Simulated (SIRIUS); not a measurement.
# MgB2 (P6/mmm) in SIRIUS: reference runs

How does MgB2 come out in PBE? The cell is run as given and disturbed, and energy against volume gives the equilibrium volume and stiffness.

All numbers are computed with SIRIUS 7.10.0; they aren't measurements. Logs are shortened: lines on timing, memory, paths and dates and some standing lists are left out, and cuts for length are marked. The log counts tension as positive stress, the text compression.

## Step 1: The structure

It takes space group P6/mmm (No. 191, hexagonal). Conventional cell: a = 3.085 Å, b = 3.085 Å, c = 3.523 Å, α = 90.00°, β = 90.00°, γ = 120.00°. Mg (site symmetry 6/mmm) is surrounded by 12 B at 2.51 Å. Around B (site symmetry -6m2) lie 3 B at 1.78 Å.

## Step 2: Single point, PBE (atoms moved at random, drawn with an rms of 0.05 Å)

Contents of sirius.json:

```json
{
  "control": {
    "processing_unit": "cpu",
    "verbosity": 2,
    "num_bands_to_print": 15,
    "print_forces": true,
    "print_stress": true
  },
  "parameters": {
    "electronic_structure_method": "pseudopotential",
    "xc_functionals": ["XC_GGA_X_PBE", "XC_GGA_C_PBE"],
    "gk_cutoff": 9.2,
    "pw_cutoff": 18.4,
    "ngridk": [10, 10, 8],
    "shiftk": [0, 0, 0],
    "smearing": "fermi_dirac",
    "smearing_width": 0.0018374661,
    "num_bands": 15,
    "num_mag_dims": 0,
    "num_dft_iter": 100,
    "energy_tol": 1e-08,
    "density_tol": 1e-06
  },
  "iterative_solver": {
    "type": "davidson",
    "min_tolerance": 1e-10
  },
  "mixer": {
    "type": "anderson",
    "beta": 0.7,
    "max_history": 8
  },
  "settings": {
    "tol_ne": 1e-10
  },
  "unit_cell": {
    "lattice_vectors": [
      [1.0, 0.0, 0.0],
      [-0.5, 0.866025403793, 0.0],
      [0.0, 0.0, 1.141977309562]
    ],
    "lattice_vectors_scale": 5.8298050945,
    "atom_coordinate_units": "lattice",
    "atom_types": ["Mg", "B"],
    "atom_files": {
      "B": "B.json",
      "Mg": "Mg.json"
    },
    "atoms": {
      "Mg": [
        [0.019588, -0.006413, -0.009805]
      ],
      "B": [
        [0.664408, 0.32161, 0.49171],
        [0.336374, 0.666392, 0.509255]
      ]
    }
  }
}
```

Potentials or basis: PseudoDojo 0.4.1 PBE standard (scalar relativistic).

The run is started by

```
upf_to_json B.upf
upf_to_json Mg.upf
OMP_NUM_THREADS=1 sirius.scf --input=sirius.json --output=out.json --task=0
```

The program printed:

```text
[info] SIRIUS version : 7.10.0
[info] number of MPI ranks           : 1
[info] MPI grid                      : 1 1
[info] maximum number of OMP threads : 1
[fft] FFT context for density and potential
[fft] =====================================
[fft]   comm size                             : 1
[fft]   plane wave cutoff                     : 18.4
[fft]   grid size                             : 40 40 45   total : 72000
[fft]   grid limits                           : -19 20   -19 20   -22 22
[fft]   number of G-vectors within the cutoff : 10304
[fft]   local number of G-vectors             : 10304
[fft]   number of G-shells                    : 1085
[fft] FFT context for coarse grid
[fft] =====================================
[fft]   comm size                             : 1
[fft]   plane wave cutoff                     : 18.4
[fft]   grid size                             : 40 40 45   total : 72000
[fft]   grid limits                           : -19 20   -19 20   -22 22
[fft]   number of G-vectors within the cutoff : 10304
[fft]   local number of G-vectors             : 10304
[fft]   number of G-shells                    : 1085
[unit cell] lattice vectors
[unit cell]   a1 :       5.8298050945      0.0000000000      0.0000000000
[unit cell]   a2 :      -2.9149025473      5.0487593110      0.0000000000
[unit cell]   a3 :       0.0000000000      0.0000000000      6.6575051371
[unit cell] reciprocal lattice vectors
[unit cell]   b1 :       1.0777693603      0.6222504303     -0.0000000000
[unit cell]   b2 :       0.0000000000      1.2445008605      0.0000000000
[unit cell]   b3 :       0.0000000000     -0.0000000000      0.9437747591
[unit cell] unit cell volume :       195.95223112 [a.u.^3]
[unit cell] 1/sqrt(omega)    :         0.07143728
[unit cell] MT volume        :         0.00000000 ( 0.00%)
[unit cell] IT volume        :       195.95223112 (100.00%)
[unit cell] number of atom types : 2
[unit cell] type id : 0 symbol : Mg mt_radius :  15.090000 num_atoms : 1
[unit cell] type id : 1 symbol :  B mt_radius :  15.330000 num_atoms : 2
[unit cell] total number of atoms : 3
[unit cell] number of symmetry classes : 3
[unit cell] number of PAW atoms : 0
[unit cell] atom id  type id  class id             position                      vector_field
[unit cell] ------------------------------------------------------------------------------------------
[unit cell]      0        0        0      0.01959  -0.00641  -0.00980      0.00000   0.00000   0.00000
[unit cell]      1        1        1      0.66441   0.32161   0.49171      0.00000   0.00000   0.00000
[unit cell]      2        1        2      0.33637   0.66639   0.50926      0.00000   0.00000   0.00000
[unit cell] atom id         position (Cartesian, a.u.)
[unit cell] ---------------------------------------------
[unit cell]      0       0.132887   -0.032378   -0.065277
[unit cell]      1       2.935907    1.623731    3.273562
[unit cell]      2       0.018527    3.364453    3.390368
[unit cell] class id : 0 atom id : 0
[unit cell] class id : 1 atom id : 1
[unit cell] class id : 2 atom id : 2
[unit cell] minimum bond length:     3.310100
[unit cell] total number of pseudo wave-functions: 13
[sym] space group number   : 1
[sym] international symbol : P1
[sym] Hall symbol          : P 1
[sym] space group transformation matrix :
[sym]   1.0000  0.0000  0.0000
[sym]   0.0000  1.0000  0.0000
[sym]   0.0000  0.0000  1.0000
[sym] space group origin shift :
[sym]   0.0000  0.0000  0.0000
[sym] number of space group operations  : 1
[sym] number of magnetic group operations : 1
[... 309 lines left out ...]
[find] iterative solver converged : false
[find] +------------------------------+
[find] | SCF iteration  14 out of 100|
[find] +------------------------------+
[diagonalize] iterative solver tolerance (occupied, empty): 1.10533e-10 1.10533e-10
[diagonalize] average number of iterations: 3.37376
[diagonalize] Lowest band energies
[diagonalize] ik:    0   -2.428073   -1.207300   -1.207256   -1.206556   -0.118819    0.229648    0.343880    0.357703    0.397678    0.560671    0.577444    0.633588    0.702661    0.803250    0.933893
[diagonalize] ik:    1   -2.428061   -1.207407   -1.207319   -1.206536   -0.112413    0.235835    0.319768    0.335682    0.403314    0.559808    0.601453    0.647692    0.680876    0.833795    0.904135
[diagonalize] ik:    2   -2.428031   -1.207762   -1.207409   -1.206483   -0.093316    0.252238    0.254274    0.305809    0.420515    0.542426    0.624687    0.665640    0.676613    0.857337    0.875294
[diagonalize] ik:    3   -2.427993   -1.208202   -1.207517   -1.206418   -0.061911    0.176022    0.279563    0.283659    0.446466    0.523698    0.555020    0.668460    0.749341    0.826973    0.865911
[diagonalize] ik:    4   -2.427962   -1.208558   -1.207604   -1.206366   -0.019087    0.103845    0.262373    0.320270    0.468771    0.489727    0.522224    0.627107    0.804373    0.821998    0.858554
[diagonalize] ...
[diagonalize] ik:  399   -2.427942   -1.208618   -1.207655   -1.206590    0.046778    0.105076    0.202172    0.249739    0.301433    0.576901    0.580330    0.758999    0.815379    0.842788    0.895269
[diagonalize] ik:  400   -2.427942   -1.208459   -1.207814   -1.206590    0.036091    0.143423    0.193711    0.206903    0.327925    0.519579    0.655287    0.750066    0.805950    0.845628    0.892855
[diagonalize] ik:  401   -2.427942   -1.208443   -1.207831   -1.206590    0.036037    0.145633    0.193020    0.204375    0.329630    0.518583    0.652419    0.753147    0.804522    0.845530    0.896136
[diagonalize] ik:  402   -2.427942   -1.208590   -1.207684   -1.206589    0.046338    0.107953    0.199880    0.246196    0.305714    0.574867    0.578015    0.756019    0.814514    0.845198    0.904660
[diagonalize] ik:  403   -2.427942   -1.208663   -1.207612   -1.206589    0.058845    0.085282    0.205367    0.267135    0.291680    0.546166    0.655555    0.665030    0.815198    0.901411    0.911442
[find] Charges and magnetic moments
[find] --------------------------------------------------------------------------------
[find] total charge          : 16.000000
[find] Energy
[find] --------------------------------------------------------------------------------
[find] valence_eval_sum               :     -10.84624083
[find] <rho|V^{XC}>                   :     -13.25112076
[find] <rho|E^{XC}>                   :     -10.42022632
[find] <mag|B^{XC}>                   :       0.00000000
[find] <rho|V^{H}>                    :      40.71932378
[find] one-electron contribution      :     -38.31444386 (Ha),     -76.62888771 (Ry)
[find] hartree contribution           :      20.35966189
[find] xc contribution                :     -10.42022632
[find] ewald contribution             :     -36.91542486
[find] PAW contribution               :       0.00000000
[find] smearing (-TS)                 :      -0.00020766
[find] SCF correction                 :       0.00000001
[find] Total energy                   :     -65.29043313 (Ha),    -130.58086627 (Ry)
[find] Free energy (E-TS)             :     -65.29064080 (Ha),    -130.58128159 (Ry)
[find] band gap (eV)                  :       0.00000000
[find] Efermi                         :       0.33899880
[find] iteration : 14, RMS : 2.458721473040e-09, energy difference : 1.918465386552e-12
[find] Hartree energy of density residual : 4.778501055777e-16
[find] bands are converged : true
[find] iterative solver converged : true
[find] converged after 15 SCF iterations!
[find] Charges and magnetic moments
[find] --------------------------------------------------------------------------------
[find] total charge          : 16.000000
[find] Energy
[find] --------------------------------------------------------------------------------
[find] valence_eval_sum               :     -10.84624083
[find] <rho|V^{XC}>                   :     -13.25112076
[find] <rho|E^{XC}>                   :     -10.42022632
[find] <mag|B^{XC}>                   :       0.00000000
[find] <rho|V^{H}>                    :      40.71932378
[find] one-electron contribution      :     -38.31444386 (Ha),     -76.62888771 (Ry)
[find] hartree contribution           :      20.35966189
[find] xc contribution                :     -10.42022632
[find] ewald contribution             :     -36.91542486
[find] PAW contribution               :       0.00000000
[find] smearing (-TS)                 :      -0.00020766
[find] SCF correction                 :       0.00000001
[find] Total energy                   :     -65.29043313 (Ha),    -130.58086627 (Ry)
[find] Free energy (E-TS)             :     -65.29064080 (Ha),    -130.58128159 (Ry)
[find] band gap (eV)                  :       0.00000000
[find] Efermi                         :       0.33899880
[ground_state] === stress tensor components [kbar] ===
[ground_state] === stress_kin ===
[ground_state] -38162.069084   -0.709611    1.890615
[ground_state]    -0.709611-38204.368030   -0.499438
[ground_state]     1.890615   -0.499438-37981.721222
[ground_state] === stress_har ===
[ground_state] -10168.228458    1.999700    7.879774
[ground_state]     1.999700-10096.700793   -1.104080
[ground_state]     7.879774   -1.104080-10303.840054
[ground_state] === stress_ewald ===
[ground_state] 18348.214228    0.348614   21.846340
[ground_state]     0.34861418297.743764   -0.780983
[ground_state]    21.846340   -0.78098318780.262358
[ground_state] === stress_vloc ===
[ground_state]  7365.625293   -1.809691  -28.309121
[ground_state]    -1.809691 7363.563908    1.505881
[ground_state]   -28.309121    1.505881 6950.415875
[ground_state] === stress_xc ===
[ground_state]  4504.723709   -0.019648    0.037323
[ground_state]    -0.019648 4503.790798    0.010748
[ground_state]     0.037323    0.010748 4513.073078
[ground_state] === stress_core ===
[ground_state]   418.070091    0.050799   -0.013478
[ground_state]     0.050799  420.522016   -0.044012
[ground_state]    -0.013478   -0.044012  405.121954
[ground_state] === stress_nonloc ===
[ground_state] 17706.170888    0.244230   -0.338403
[ground_state]     0.24423017719.185363   -0.083207
[ground_state]    -0.338403   -0.08320717639.010411
[ground_state] === stress_us_nl ===
[ground_state] 17706.170888    0.244230   -0.338403
[ground_state]     0.24423017719.185363   -0.083207
[ground_state]    -0.338403   -0.08320717639.010411
[ground_state] === stress_total ===
[ground_state]    12.506668    0.104394    2.993050
[ground_state]     0.104394    3.737026   -0.995091
[ground_state]     2.993050   -0.995091    2.322401
[ground_state] ==== total Forces in Ha/bohr =====
[ground_state] atom:    0, force:      -0.0055019      0.0001817      0.0046891
[ground_state] atom:    1, force:       0.0026280      0.0029589      0.0091200
[ground_state] atom:    2, force:       0.0028963     -0.0030848     -0.0137762
[ground_state] ==== ultrasoft contribution from Qij =====
[ground_state] atom:    0, force:       0.0000000      0.0000000      0.0000000
[ground_state] atom:    1, force:       0.0000000      0.0000000      0.0000000
[ground_state] atom:    2, force:       0.0000000      0.0000000      0.0000000
[ground_state] ==== non-local contribution from Beta-projector =====
[ground_state] atom:    0, force:      -0.0204512      0.0004439      0.0192193
[ground_state] atom:    1, force:       0.0026160      0.0124314      0.0092444
[ground_state] atom:    2, force:       0.0035542     -0.0125366     -0.0152448
[ground_state] ==== contribution from local potential =====
[ground_state] atom:    0, force:       0.0923722     -0.0018193     -0.1877557
[ground_state] atom:    1, force:      -0.0366908     -0.0515439      0.0684415
[ground_state] atom:    2, force:      -0.0410850      0.0530752      0.1057448
[ground_state] ==== contribution from core density =====
[ground_state] atom:    0, force:       0.0000000      0.0000000      0.0000000
[ground_state] atom:    1, force:      -0.0001203     -0.0006809     -0.0000567
[ground_state] atom:    2, force:      -0.0001727      0.0006860      0.0004402
[ground_state] ==== Ewald forces from ions =====
[ground_state] atom:    0, force:      -0.0774229      0.0015571      0.1732256
[ground_state] atom:    1, force:       0.0368231      0.0427523     -0.0685092
[ground_state] atom:    2, force:       0.0405999     -0.0443094     -0.1047164
[~DFT_ground_state] local op. applied: 199020
[~DFT_ground_state] evp. work count: 51423.6
[~DFT_ground_state] number of iterative solver steps: 17698
```

Run time: 4.8 min. Hardware: 1 thread of Arm Neoverse V2, shared host; peak memory 1.4 GiB.

Results:

```yaml
Free_energy: -1776.6488 eV
Pressure: -0.6 GPa
Largest_force: 0.741 eV/Å
Band_gap_on_the_k_mesh: none (metal or under the smearing width)
```

Forces on the atoms (eV/Å):
```
Mg  -0.283  0.009  0.241
B    0.135  0.152  0.469
B    0.149 -0.159 -0.708
```

## Step 3: Single point, PBE

sirius.json, as its differences from that of step 2:

```diff
@@ -25,3 +25,4 @@
     "type": "davidson",
-    "min_tolerance": 1e-10
+    "min_tolerance": 1e-09,
+    "tolerance_scale": [0.1, 0.25]
   },
@@ -33,3 +34,4 @@
   "settings": {
-    "tol_ne": 1e-10
+    "tol_ne": 1e-10,
+    "pseudo_grid_cutoff": 6.5
   },
@@ -37,7 +39,6 @@
     "lattice_vectors": [
-      [1.0, 0.0, 0.0],
-      [-0.5, 0.866025403793, 0.0],
-      [0.0, 0.0, 1.141977309562]
+      [5.829805094471, 0.0, 0.0],
+      [-2.914902547235, 5.048759310971, 0.0],
+      [0.0, 0.0, 6.657505137057]
     ],
-    "lattice_vectors_scale": 5.8298050945,
     "atom_coordinate_units": "lattice",
@@ -50,7 +51,7 @@
       "Mg": [
-        [0.019588, -0.006413, -0.009805]
+        [0.0, 0.0, 0.0]
       ],
       "B": [
-        [0.664408, 0.32161, 0.49171],
-        [0.336374, 0.666392, 0.509255]
+        [0.6666666667, 0.3333333333, 0.5],
+        [0.3333333333, 0.6666666667, 0.5]
       ]
```

Potentials or basis: PseudoDojo 0.4.1 PBE standard (scalar relativistic).

The run is started by

```
upf_to_json B.upf
upf_to_json Mg.upf
OMP_NUM_THREADS=1 sirius.scf --input=sirius.json --output=out.json --task=0
```

The program printed:

```text
[info] SIRIUS version : 7.10.0
[info] number of MPI ranks           : 1
[info] MPI grid                      : 1 1
[info] maximum number of OMP threads : 1
[fft] FFT context for density and potential
[fft] =====================================
[fft]   comm size                             : 1
[fft]   plane wave cutoff                     : 18.4
[fft]   grid size                             : 40 40 45   total : 72000
[fft]   grid limits                           : -19 20   -19 20   -22 22
[fft]   number of G-vectors within the cutoff : 10304
[fft]   local number of G-vectors             : 10304
[fft]   number of G-shells                    : 1085
[fft] FFT context for coarse grid
[fft] =====================================
[... 421 lines left out ...]
[ground_state] === stress_total ===
[ground_state]     9.742601   -0.000000   -0.000000
[ground_state]    -0.000000    9.742601   -0.000000
[ground_state]    -0.000000   -0.000000    8.036648
[ground_state] ==== total Forces in Ha/bohr =====
[ground_state] atom:    0, force:       0.0000000      0.0000000      0.0000000
[ground_state] atom:    1, force:      -0.0000000     -0.0000000     -0.0000000
[ground_state] atom:    2, force:       0.0000000      0.0000000      0.0000000
[ground_state] ==== ultrasoft contribution from Qij =====
[ground_state] atom:    0, force:       0.0000000      0.0000000      0.0000000
[ground_state] atom:    1, force:       0.0000000      0.0000000      0.0000000
[ground_state] atom:    2, force:       0.0000000      0.0000000      0.0000000
[ground_state] ==== non-local contribution from Beta-projector =====
[ground_state] atom:    0, force:       0.0000000      0.0000000      0.0000000
[ground_state] atom:    1, force:       0.0000000     -0.0000000     -0.0000000
[ground_state] atom:    2, force:       0.0000000      0.0000000      0.0000000
[ground_state] ==== contribution from local potential =====
[ground_state] atom:    0, force:       0.0000000      0.0000000      0.0000000
[ground_state] atom:    1, force:       0.0000000      0.0000000      0.0000000
[ground_state] atom:    2, force:      -0.0000000     -0.0000000      0.0000000
[ground_state] ==== contribution from core density =====
[ground_state] atom:    0, force:       0.0000000      0.0000000      0.0000000
[ground_state] atom:    1, force:       0.0000000      0.0000000      0.0000000
[ground_state] atom:    2, force:      -0.0000000     -0.0000000      0.0000000
[ground_state] ==== Ewald forces from ions =====
[ground_state] atom:    0, force:       0.0000000      0.0000000      0.0000000
[ground_state] atom:    1, force:      -0.0000000      0.0000000      0.0000000
[ground_state] atom:    2, force:       0.0000000     -0.0000000      0.0000000
[~DFT_ground_state] local op. applied: 27491
[~DFT_ground_state] evp. work count: 7455.49
[~DFT_ground_state] number of iterative solver steps: 2524
```

It took 54 s on 1 thread of Arm Neoverse V1, shared host; peak memory 0.35 GiB.

Results:

* Free energy: -1776.6854 eV
* Pressure: -0.9 GPa
* Band gap on the k mesh: none (metal or under the smearing width)

## Step 4: Single point, PBE, 9.10 Å³/atom (volume scaled by 0.94)

sirius.json, as its differences from that of step 3:

```diff
@@ -39,6 +39,7 @@
     "lattice_vectors": [
-      [5.829805094471, 0.0, 0.0],
-      [-2.914902547235, 5.048759310971, 0.0],
-      [0.0, 0.0, 6.657505137057]
+      [1.0, 0.0, 0.0],
+      [-0.5, 0.866025403804, 0.0],
+      [0.0, 0.0, 1.141977309556]
     ],
+    "lattice_vectors_scale": 5.7107960871,
     "atom_coordinate_units": "lattice",
```

The run is started by

```
upf_to_json B.upf
upf_to_json Mg.upf
OMP_NUM_THREADS=1 sirius.scf --input=sirius.json --output=out.json --task=0
```

It took 48 s on 1 thread of Arm Neoverse V1, shared host; peak memory 0.34 GiB.

The run converged. Its results:

| Property | Result |
| --- | --- |
| Free energy | -1776.6419 eV |
| Pressure | 9.4 GPa |
| Band gap on the k mesh | none (metal or under the smearing width) |

## Step 5: Single point, PBE, 9.29 Å³/atom (volume scaled by 0.96)

sirius.json, as its differences from that of step 4:

```diff
@@ -40,6 +40,6 @@
       [1.0, 0.0, 0.0],
-      [-0.5, 0.866025403804, 0.0],
+      [-0.500000000016, 0.86602540381, 0.0],
       [0.0, 0.0, 1.141977309556]
     ],
-    "lattice_vectors_scale": 5.7107960871,
+    "lattice_vectors_scale": 5.7510142859,
     "atom_coordinate_units": "lattice",
```

The run is started by

```
upf_to_json B.upf
upf_to_json Mg.upf
OMP_NUM_THREADS=1 sirius.scf --input=sirius.json --output=out.json --task=0
```

It took 48 s on 1 thread of Arm Neoverse V1, shared host; peak memory 0.34 GiB.

Results (log left out):

```
Free energy            : -1776.6690 eV
Pressure               : 5.6 GPa
Band gap on the k mesh : none (metal or under the smearing width)
```

(Continued in part 2 of 2.)
